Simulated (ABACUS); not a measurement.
# Fe (Im-3m) in ABACUS: equation of state, part 2 of 2

ABACUS 3.10.1.

**6. Equation of state, PBE, collinear spin, ferromagnetic start, 12.26 Å³/atom (volume scaled by 1.02)**

Input file INPUT:

```
INPUT_PARAMETERS
suffix              Fe
calculation         scf
basis_type          pw
pseudo_dir          ./
symmetry            1
dft_functional      pbe
ecutwfc             90
pseudo_rcut         10
nspin               2
nbands              14
ks_solver           dav
smearing_method     fd
smearing_sigma      0.00367493
scf_thr             1e-08
scf_nmax            100
mixing_type         broyden
mixing_beta         0.4
cal_force           1
cal_stress          1
kpar                4
```

Input file STRU:

```
ATOMIC_SPECIES
Fe 55.8450 Fe.upf

LATTICE_CONSTANT
1.8897261246

LATTICE_VECTORS
-1.4525565699 1.4525565699 1.4525565699
1.4525565699 -1.4525565699 1.4525565699
1.4525565699 1.4525565699 -1.4525565699

ATOMIC_POSITIONS
Direct

Fe
0.0
1
0.0000000000 0.0000000000 0.0000000000 1 1 1 mag 3
```

Input file KPT:

```
K_POINTS
0
Gamma
13 13 13 0 0 0
```

Potentials or basis: PseudoDojo NC SR 0.4.1 PBE standard, plane waves.

Started as:

```bash
> OMP_NUM_THREADS=1 mpirun -np 4 abacus > log
```

running log:

```text
ABACUS v3.10.1

               Atomic-orbital Based Ab-initio Computation at UStc

 ------------------------------------------------------------------------------------

 READING GENERAL INFORMATION
                           global_out_dir = OUT.Fe/
                           global_in_card = INPUT
                               pseudo_dir = ./
                              orbital_dir =
                                    DSIZE = 4
                                    GSIZE = 1

 READING UNITCELL INFORMATION
                                    ntype = 1
                  lattice constant (Bohr) = 1.88973
              lattice constant (Angstrom) = 1

 READING ATOM TYPE 1
                               atom label = Fe
                      L=0, number of zeta = 1
                      L=1, number of zeta = 1
                      L=2, number of zeta = 1
             number of atom for this type = 1
               magnetization of element 1 = 3

                        TOTAL ATOM NUMBER = 1
DIRECT COORDINATES
    atom                   x                   y                   z     mag                  vx                  vy                  vz
taud_Fe1            0.0000000000        0.0000000000        0.0000000000  3.0000        0.0000000000        0.0000000000        0.0000000000

                          Volume (Bohr^3) = 82.7286
                             Volume (A^3) = 12.2591

 Lattice vectors: (Cartesian coordinate: in unit of a_0)
             -1.45256            +1.45256            +1.45256
             +1.45256            -1.45256            +1.45256
             +1.45256            +1.45256            -1.45256
 Reciprocal vectors: (Cartesian coordinate: in unit of 2 pi/a_0)
                   +0           +0.344221           +0.344221
            +0.344221                  +0           +0.344221
            +0.344221           +0.344221                  +0
 The esolver type has been set to : ksdft_pw

                PAO radial cut off (Bohr) = 10

 Read in pseudopotential file is Fe.upf
                     pseudopotential type = NC
          exchange-correlation functional = PBE
                 nonlocal core correction = 1
                        valence electrons = 16
                                     lmax = 2
                           number of zeta = 4
                     number of projectors = 6
                           L of projector = 0
                           L of projector = 0
                           L of projector = 1
                           L of projector = 1
                           L of projector = 2
                           L of projector = 2
     initial pseudo atomic orbital number = 10
 The readin total magnetization is 3

 SETUP THE ELECTRONS NUMBER
            electron number of element Fe = 16
      total electron number of element Fe = 16
            AUTOSET number of electrons:  = 16
                           occupied bands = 8
                                   NBANDS = 14
                                   NLOCAL = 9

%%%%%%%%%%%%%%%%%%%%%%%%%%%%%%%%%%%%%%%%%%%%%%%%%%%%%%%%%%%%%%%%%%%%%%%%%%%%%%%%%%%%%%%%%%%%%%%%%%%%%%%%%%
 Warning: the number of valence electrons in pseudopotential > 8 for Fe: [Ar] 3d6 4s2
 Pseudopotentials with additional electrons can yield (more) accurate outcomes, but may be less efficient.
 If you're confident that your chosen pseudopotential is appropriate, you can safely ignore this warning.
%%%%%%%%%%%%%%%%%%%%%%%%%%%%%%%%%%%%%%%%%%%%%%%%%%%%%%%%%%%%%%%%%%%%%%%%%%%%%%%%%%%%%%%%%%%%%%%%%%%%%%%%%%

 SETUP THE PLANE WAVE BASIS
 energy cutoff for charge/potential (unit:Ry) = 360
            fft grid for charge/potential = [ 30, 30, 30 ]
                        fft grid division = [ 1, 1, 1 ]
        big fft grid for charge/potential = [ 30, 30, 30 ]
                                     nbxx = 27000
                                     nrxx = 27000

[... 118 lines left out ...]
                    number of plane waves = 1745
                         number of sticks = 201

 PARALLEL PW FOR WAVE FUNCTIONS
     PROC   COLUMNS(POT)             PW
        1            201           1745
 --------------- sum -------------------
        1            201           1745

 SETUP NONLOCAL PSEUDOPOTENTIALS IN PLANE WAVE BASIS
 Fe non-local projectors:
 projector 1 L=0
 projector 2 L=0
 projector 3 L=1
 projector 4 L=1
 projector 5 L=2
 projector 6 L=2
      TOTAL NUMBER OF NONLOCAL PROJECTORS = 18

 Init Non-Local PseudoPotential table :
 Init Non-Local-Pseudopotential done.

                                     npwx = 1205

 Make real space PAO into reciprocal space.
       max mesh points in Pseudopotential = 1001
     dq(describe PAO in reciprocal space) = 0.01
                                    max q = 1143

 number of pseudo atomic orbitals for Fe is 4
WARNING: norm of atomic wavefunction # 4 of atomic type Fe is 0.999905, renormalized

 -------------------------------------------
 SELF-CONSISTENT
 -------------------------------------------
                                 init_chg = atomic

 PW ALGORITHM --------------- ION=   1  ELEC=   1--------------------------------
 Notice: Threshold on eigenvalues was too large.
 hsover_error=0.16 > DRHO=0.0271675
 Origin diag ethr = 0.01
 New diag ethr = 0.000169797
          total magnetism (Bohr mag/cell) = 2.58751
       absolute magnetism (Bohr mag/cell) = 2.60638
                        nelec for spin up = 9.29376
                      nelec for spin down = 6.70624

 Density error is 0.0272889663669
                          Error Threshold = 0.000169796607852
----------------------------------------------------------
     Energy           Rydberg                 eV
----------------------------------------------------------
 E_KohnSham     -250.6665593164      -3410.4935047582
 E_Harris       -251.6851881526      -3424.3526610778
 E_Fermi        1.2645995491         17.2057595563
----------------------------------------------------------
[... 103 lines left out ...]
 Density error is 6.51536045983e-09
                          Error Threshold = 1.52542149371e-10
----------------------------------------------------------
     Energy           Rydberg                 eV
----------------------------------------------------------
 E_KohnSham     -250.6769443744      -3410.6348007209
 E_KS(sigma->0) -250.6766182080      -3410.6303629988
 E_Harris       -250.6770280717      -3410.6359394810
 E_band         -17.2927655232       -235.2801452933
 E_one_elec     -109.2192600341      -1486.0042678077
 E_Hartree      63.8104405549        868.1855834367
 E_xc           -35.5650808202       -483.8877489849
 E_Ewald        -169.7023917421      -2308.9194919208
 E_entropy(-TS) -0.0006523329        -0.0088754442
 E_descf        0.0000000000         0.0000000000
 E_exx          0.0000000000         0.0000000000
 E_Fermi        1.2416985800         16.8941758870
----------------------------------------------------------

 charge density convergence is achieved
 final etot is -3410.6348007 eV
 EFERMI = 16.894175887 eV

 STATE ENERGY(eV) AND OCCUPATIONS    NSPIN == 2
SPIN UP :
 1/21 kpoint (Cartesian) = 0.0000 0.0000 0.0000 (1205 pws)
       1       -71.1386    0.000455166
       2       -37.0826    0.000455166
       3       -37.0826    0.000455166
       4       -37.0826    0.000455166
       5        8.85197    0.000455166
       6        14.5242    0.000455166
       7        14.5242    0.000455166
       8        14.5242    0.000455166
       9        15.6689    0.000455166
      10        15.6689    0.000455166
      11        40.6597        0.00000
      12        40.6597        0.00000
      13        40.6597        0.00000
      14        45.6508        0.00000
[... 66 lines left out ...]
       1       -71.0887     0.00546199
       2       -37.3596     0.00546199
       3       -37.1771     0.00546199
       4       -37.0819     0.00546199
       5        12.1511     0.00546199
       6        13.6844     0.00546199
       7        15.5183     0.00546199
       8        15.7982     0.00546199
       9        15.9165     0.00546199
      10        16.5673     0.00545409
      11        26.0875    7.66877e-83
      12        34.9928        0.00000
      13        36.6339        0.00000
      14        39.2292        0.00000

[... levels at 36 further k points ...]

------------------------------------------------------------------------------------------
 TOTAL-FORCE (eV/Angstrom)
------------------------------------------------------------------------------------------
                       Fe1         0.0000000000         0.0000000000         0.0000000000
------------------------------------------------------------------------------------------

----------------------------------------------------------------
 TOTAL-STRESS (KBAR)
----------------------------------------------------------------
       -60.4453386438        -0.0000000000        -0.0000000000
        -0.0000000000       -60.4453386438         0.0000000000
         0.0000000000         0.0000000000       -60.4453386438
----------------------------------------------------------------
 TOTAL-PRESSURE: -60.445339 KBAR

 --------------------------------------------
 !FINAL_ETOT_IS -3410.6348007208639501 eV
 --------------------------------------------
```

It took 17 s on 4 MPI ranks of Intel Xeon Platinum 8375C at 2.90GHz (Ice Lake), shared host; peak memory 0.28 GiB.

What came out:

- Free energy: -3410.6348 eV
- Pressure: -6.0 GPa
- Band gap on the k mesh: none (metal or under the smearing width)
- Net moment: 2.56 μB per cell
- Absolute moment: 2.74 μB per cell

**7. Equation of state, PBE, collinear spin, ferromagnetic start, 12.50 Å³/atom (volume scaled by 1.04)**

INPUT is that of step 6.

Input file STRU:

```
ATOMIC_SPECIES
Fe 55.8450 Fe.upf

LATTICE_CONSTANT
1.8897261246

LATTICE_VECTORS
-1.4619890197 1.4619890197 1.4619890197
1.4619890197 -1.4619890197 1.4619890197
1.4619890197 1.4619890197 -1.4619890197

ATOMIC_POSITIONS
Direct

Fe
0.0
1
0.0000000000 0.0000000000 0.0000000000 1 1 1 mag 3
```

KPT is that of step 6.

Started as:

```bash
> OMP_NUM_THREADS=1 mpirun -np 4 abacus > log
```

It took 17 s on 4 MPI ranks of Intel Xeon Platinum 8375C at 2.90GHz (Ice Lake), shared host; peak memory 0.28 GiB.

The run converged. Its results:

| Quantity | Value |
| --- | --- |
| Free energy | -3410.6244 eV |
| Pressure | -8.2 GPa |
| Band gap on the k mesh | none (metal or under the smearing width) |
| Net moment | 2.61 μB per cell |
| Absolute moment | 2.79 μB per cell |

**8. Equation of state, PBE, collinear spin, ferromagnetic start, 12.74 Å³/atom (volume scaled by 1.06)**

INPUT is that of step 7.

Input file STRU:

```
ATOMIC_SPECIES
Fe 55.8450 Fe.upf

LATTICE_CONSTANT
1.8897261246

LATTICE_VECTORS
-1.4713013028 1.4713013028 1.4713013028
1.4713013028 -1.4713013028 1.4713013028
1.4713013028 1.4713013028 -1.4713013028

ATOMIC_POSITIONS
Direct

Fe
0.0
1
0.0000000000 0.0000000000 0.0000000000 1 1 1 mag 3
```

KPT is that of step 7.

Started as:

```bash
> OMP_NUM_THREADS=1 mpirun -np 4 abacus > log
```

It took 19 s on 4 MPI ranks of Intel Xeon Platinum 8375C at 2.90GHz (Ice Lake), shared host; peak memory 0.28 GiB.

Results (log left out):

| Quantity | Value |
| --- | --- |
| Free energy | -3410.6106 eV |
| Pressure | -10.5 GPa |
| Band gap on the k mesh | none (metal or under the smearing width) |
| Net moment | 2.63 μB per cell |
| Absolute moment | 2.82 μB per cell |

**9. Equation of state, PBE, collinear spin, ferromagnetic start**

Potentials or basis: PseudoDojo NC SR 0.4.1 PBE standard, plane waves.

This step only gathers the single runs of the series.

What came out:

```yaml
Equilibrium_volume: 11.44 Å³/atom
Bulk_modulus: 107 GPa
Pressure_derivative_of_the_bulk_modulus: "3.9 (rough: it moves with the points fitted)"
```

Energy against volume, from the lowest point:
```
volume (Å³/atom)  energy (meV/atom)
          11.298               0.95
          11.538               0.00
          11.778               3.28
          12.019               9.76
          12.259              17.61
          12.499              28.03
          12.740              41.84
```

Caveat: the fit is doubtful: noisy points or a state that changes with volume.

**10. Comparison with measurements**

Step 9. A measured bulk modulus of Fe is 166.4 GPa (quoted in “Pressure Induced Densification and Compression in a Reprocessed Borosilicate Glass”, 2018, pmc:5793612); the calculated 107 GPa misses it by -35.5 %. So large a miss can be the level of theory's own, or it may mean another phase, state or a wrong row. The fit is for a static lattice scaled at fixed shape and fixed fractional positions.
